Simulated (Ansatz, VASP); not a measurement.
**One calculation of HgTe, two programs**

```
CELL_PARAMETERS angstrom
0.00000 3.01582 3.01582
3.01582 0.00000 3.01582
3.01582 3.01582 0.00000
ATOMIC_POSITIONS crystal
Hg 0.00000 0.00000 0.00000
Te 0.50000 0.50000 0.50000
```

Alike in both runs: task single point; functional PBEsol; k mesh 12 × 12 × 12; occupations gaussian, width 0.1 eV; no spin polarisation.

```csv
,VASP,Ansatz
version,VASP 6.6.1,Ansatz 0.2.0
potentials or method,"VASP PAW PBE potentials, release 64 (Hg, Te)","scalar-relativistic, plane waves, PAW"
plane-wave cutoff (eV),520,420
valence electrons in the cell,18,36
```

```tsv
	VASP	Ansatz	Ansatz less VASP
gap on the k mesh at the Fermi level (eV)	none	none	-
pressure (GPa)	-0.5	-0.7	-0.22
```

A gap of «none» marks a metal or a gap that the smearing closes. The functional is the same, so the differences come from potentials, cutoffs and numerics. The two sets of potentials don't hold the same shells in valence.

Caveats: the PAW data sets were made with another functional, which shifts forces and pressure a little (VASP). Spin-orbit coupling is left out, which matters for the levels of Hg, Te.
